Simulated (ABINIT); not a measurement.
TePb:

```
CELL_PARAMETERS angstrom
0.00000 3.23100 3.23100
3.23100 0.00000 3.23100
3.23100 3.23100 0.00000
ATOMIC_POSITIONS crystal
Pb 0.00000 0.00000 0.00000
Te 0.50000 0.50000 0.50000
```

```yaml
Program: ABINIT 10.8.3 (patched build)
Task: relaxation of cell and atoms
Functional: PBE
Potentials_or_basis: PseudoDojo NC SR PBE v0.4.1 standard
Cutoff: 925 eV
k_mesh: 5 × 5 × 5
Occupations: fermi-dirac, width 0.05 eV
Spin: no spin polarisation
```

At the start: pressure 2.2 GPa; volume 33.73 Å³/atom.

Problem. Where does the relaxation end?

Solution. Over 4 steps the energy falls by 11.1 meV/atom and the volume is 35.46 Å³/atom (+5.1 %); space group Fm-3m (No. 225, to 0.05 Å).

Step by step:
| step | energy change (eV) | largest force (eV/Å) | pressure (GPa) | volume (Å³) |
| --- | --- | --- | --- | --- |
| 1 | 0.0000 | 0.0000 | 2.16 | 67.46 |
| 2 | -0.0056 | 0.0000 | 1.83 | 67.91 |
| 3 | -0.0220 | 0.0000 | 0.20 | 70.58 |
| 4 | -0.0222 | 0.0000 | 0.00 | 70.92 |

Final structure:
```
Pb Te
1.0
     0.00000    3.28540    3.28540
     3.28540    0.00000    3.28540
     3.28540    3.28540    0.00000
Pb Te
1 1
Direct
  0.00000 0.00000 0.00000
  0.50000 0.50000 0.50000
```
